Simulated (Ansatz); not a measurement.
## Au: course of a relaxation

All numbers below come from Ansatz, DFT PBEsol, scalar-relativistic, plane waves, PAW. Settings: 420 eV cutoff, 18×10×12 k-mesh, Gaussian smearing of 0.10 eV, no spin polarisation.

What was changed: biaxial strain in the a-b plane, c and atoms relaxed: +1.0 %.

Spin–orbit coupling is left out, which can shift energies with elements as heavy as these.

Command:

```bash
ansatz run input.yaml --threads 1 --pin off --max-ram 2560MiB --backend cpu --events-out ev --progress --plain --runs-dir out
```

Input:

```yaml
crystal:
  lattice:
    - [2.8482303646, 0.0, 0.0]
    - [0.0, 5.0843462599, 0.0]
    - [0.0, 0.0, 4.7718734862]
  atoms:
    - { symbol: Au, position: [0.0, 0.3361360574, 0.75] }
    - { symbol: Au, position: [0.5, 0.1638639426, 0.25] }
    - { symbol: Au, position: [0.5, 0.8361360574, 0.75] }
    - { symbol: Au, position: [0.0, 0.6638639426, 0.25] }
basis:
  ecutwfc: 420
kpoints:
  mp_grid: { grid: [18, 10, 12] }
hamiltonian:
  xc: pbesol
scf:
  occupations: { method: gaussian, width: 0.1 }
output:
  forces: true
  stress: true
  eigenvalues: true
  write_density: true
  write_potential: true
  elf: true
  volumetric_format: npy
relax:
  adjacent_minimum: "off"
  f_tol: 0.008
  max_steps: 40
  cell: { stress_tol: 0.015, fix: [a, b, gamma] }
```

F is the free energy. Steps run on the plane waves of an earlier cell, but the last one, and at times one on the way, on a freshly chosen basis, so a repeated geometry can differ a little in energy. The held parts of the cell keep their stress, so P needn't end at zero.

Steps:

```csv
step,F − F(1) (eV),largest force component (eV/Å),V (Å³/atom),P (GPa)
1,0.0000,0.009,17.276,-2.35
2,-0.0004,0.004,17.085,-0.49
3,-0.0018,0.004,17.180,-1.45
4,-0.0018,0.003,17.177,-1.42
5,-0.0017,0.003,17.177,-1.42
```

Relaxed structure:

```
CELL_PARAMETERS angstrom
2.84823 0.00000 0.00000
0.00000 5.08435 0.00000
0.00000 0.00000 4.74465
ATOMIC_POSITIONS crystal
Au 0.00000 0.33706 0.75000
Au 0.50000 0.16294 0.25000
Au 0.50000 0.83706 0.75000
Au 0.00000 0.66294 0.25000
```

The structure is orthorhombic, space group Cmcm (No. 63). Conventional cell: a = 2.848 Å, b = 5.084 Å, c = 4.745 Å, α = 90.00°, β = 90.00°, γ = 90.00°. Au (site symmetry m2m) has 12 Au at 2.85 to 2.91 Å as nearest neighbours.

The run converged. Time: 4 min on 1 thread of Arm Neoverse V2, with other jobs on the host, peak memory 1 GiB.